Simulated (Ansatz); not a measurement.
HfO2: strain energy, fitted

HfO2, P4_2/mnm, a = 4.838 Å, c = 3.220 Å. This isn't the usual stable structure of the compound. Ansatz: r2SCAN, PAW, 500 eV, Γ-centred 6×6×8 mesh on 6 atoms, Gaussian smearing 0.02 eV; no spin polarisation. Series: shear of c along a, cell held, atoms relaxed; x is the strain in per cent (engineering shear). y is the free energy over the unstrained cell, V0 = 12.564 Å³/atom. Symmetry makes y even in x.

| x (%) | y (meV/atom) |
| --- | --- |
| 0.0 | 0.00 |
| 2.0 | 1.72 |
| 4.0 | 6.86 |
| 6.0 | 15.46 |
| 8.0 | 27.52 |
| 12.0 | ? |

Q: Fit y = c2 x² + c4 x⁴ to the other rows, turn c2 into a modulus, and predict the missing energy.

A: Least squares on the rows shown. y = 0.42863 x² + 2.1479×10⁻⁵ x⁴. In eV per unit strain² c2 is 4.286; this is the shear stiffness (E = ½ C V0 γ²): 2 × 4.286 × 160.2 / (12.564) = 109 GPa. At x = 12.0 the fit asked for gives 62.17 meV/atom. The run gave 62.09 meV/atom, so the fit is 0.08 meV/atom too high, a small miss on the scale of the series. The form still works here, 50 % of the fitted range beyond its end.

Spin–orbit coupling is left out, which can shift energies with elements as heavy as these.